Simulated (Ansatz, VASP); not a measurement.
**CdF2: VASP beside Ansatz**

Contents of INCAR:

```
  PREC = Accurate
  ENCUT = 520
  EDIFF = 1E-6
  ISMEAR = 0
  SIGMA = 0.01
  LREAL = False
  LASPH = True
  NELM = 100
  ALGO = Normal
  ISIF = 2
  LWAVE = False
  LCHARG = False
  NBANDS = 20
```

The input KPOINTS:

```
Automatic mesh
0
Gamma
  8 8 8
```

POSCAR

```
CdF2
1.0
    0.0000000000      2.6146000000      2.6146000000
    2.6146000000      0.0000000000      2.6146000000
    2.6146000000      2.6146000000      0.0000000000
Cd F
1 2
Direct
    0.0000000000      0.0000000000      0.0000000000
    0.2500000000      0.2500000000      0.2500000000
    0.7500000000      0.7500000000      0.7500000000
```

Input for Ansatz:

```yaml
crystal:
  lattice:
    - [0.0, 2.6146, 2.6146]
    - [2.6146, 0.0, 2.6146]
    - [2.6146, 2.6146, 0.0]
  atoms:
    - { symbol: Cd, position: [0.0, 0.0, 0.0] }
    - { symbol: F, position: [0.25, 0.25, 0.25] }
    - { symbol: F, position: [0.75, 0.75, 0.75] }
basis:
  ecutwfc: 420
kpoints:
  mp_grid: { grid: [8, 8, 8] }
hamiltonian:
  xc: lda
scf:
  occupations: { method: gaussian, width: 0.01 }
  n_extra_bands: 12
output:
  eigenvalues: true
  optics: { e_range: [0, 14], sigma: 0.1, nscf_kmesh: { grid: [12, 12, 12] } }
```

Alike in both runs: task single point; functional LDA; k mesh 8 × 8 × 8; occupations gaussian, width 0.01 eV; no spin polarisation.

|  | VASP | Ansatz |
| --- | --- | --- |
| version | VASP 6.6.1 | Ansatz 0.2.0 |
| potentials or method | VASP PAW LDA potentials, release 64 (Cd, F) | scalar-relativistic, plane waves, PAW |
| plane-wave cutoff (eV) | 520 | 420 |
| valence electrons in the cell | 26 | 34 |

Ansatz gave:

* gap on the k mesh at the Fermi level (eV): 3.13
* least direct gap on the mesh (eV): 3.48

Q: Which values does VASP return?

A: gap on the k mesh at the Fermi level (eV): 3.11; least direct gap on the mesh (eV): 3.46.

The two sets of potentials don't hold the same shells in valence.

A k mesh can miss the band edges. Expect the measured gap to be larger: semilocal functionals such as LDA lack the derivative discontinuity.
